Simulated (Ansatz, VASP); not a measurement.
One calculation of TiS2, two programs

INCAR

```
SYSTEM = TiS2
PREC     = Accurate       ! precision mode
ENCUT    = 520            ! plane-wave cutoff, eV
EDIFF    = 1E-7           ! SCF threshold, eV
ISMEAR   = -1             ! smearing method
SIGMA    = 0.05           ! smearing width, eV
LREAL    = .FALSE.        ! projectors in reciprocal space
LASPH    = .TRUE.         ! aspherical terms in the spheres
NELM     = 100            ! most SCF steps
ALGO     = Normal         ! electronic algorithm
ISIF     = 2              ! what is computed and relaxed
LWAVE    = .FALSE.        ! write WAVECAR
LCHARG   = .FALSE.        ! write CHGCAR
GGA      = PE             ! functional
NBANDS   = 19             ! bands
```

Contents of KPOINTS:

```
regular mesh
0
G
  9 9 5
  0 0 0
```

The input POSCAR:

```
TiS2
1.0
    3.3658862390      0.0000000000      0.0000000000
   -1.6829431195      2.9149429893      0.0000000000
    0.0000000000      0.0000000000      5.6180311053
Ti S
1 2
Direct
    0.0000000000      0.0000000000      0.0000000000
    0.6666666667      0.3333333333      0.7500000000
    0.3333333333      0.6666666667      0.2500000000
```

The input input.yaml:

```yaml
crystal:
  lattice:
    - [3.365886239, 0.0, 0.0]
    - [-1.6829431195, 2.9149429893, 0.0]
    - [0.0, 0.0, 5.6180311053]
  atoms:
    - { symbol: Ti, position: [0.0, 0.0, 0.0] }
    - { symbol: S, position: [0.6666666667, 0.3333333333, 0.75] }
    - { symbol: S, position: [0.3333333333, 0.6666666667, 0.25] }
hamiltonian:
  xc: pbe
  pseudopotentials: { kind: paw }
kpoints:
  mp_grid: { grid: [9, 9, 5] }
scf:
  occupations: { method: fermi_dirac, width: 0.05 }
output:
  forces: true
  stress: true
  eigenvalues: true
```

Change from the starting cell: volume scaled by 0.96.

Alike in both runs: task single point; functional PBE; k mesh 9 × 9 × 5; occupations fermi-dirac, width 0.05 eV; no spin polarisation.

|  | VASP | Ansatz |
| --- | --- | --- |
| version | VASP 6.6.1 | Ansatz 0.2.0 |
| potentials or method | VASP PAW PBE potentials, release 64 (Ti_sv, S) | Ansatz PAW |
| plane-wave cutoff (eV) | 520 | 420 |
| valence electrons in the cell | 24 | 24 |

Ansatz gave:

```
gap on the k mesh at the Fermi level (eV)       : none
pressure (GPa)                                  : 4.7
largest component of the traceless stress (GPa) : 0.67
rms of the force components (eV/Å)              : 0.160
```

Question: What did VASP give for the same quantities?

Answer: gap on the k mesh at the Fermi level (eV): none; pressure (GPa): 4.6; largest component of the traceless stress (GPa): 0.74; rms of the force components (eV/Å): 0.162.

Atom by atom the forces differ by 0.002 eV/Å (rms over components). A gap of «none» marks a metal or a gap that the smearing closes. The functional is the same, so the differences come from potentials, cutoffs and numerics.
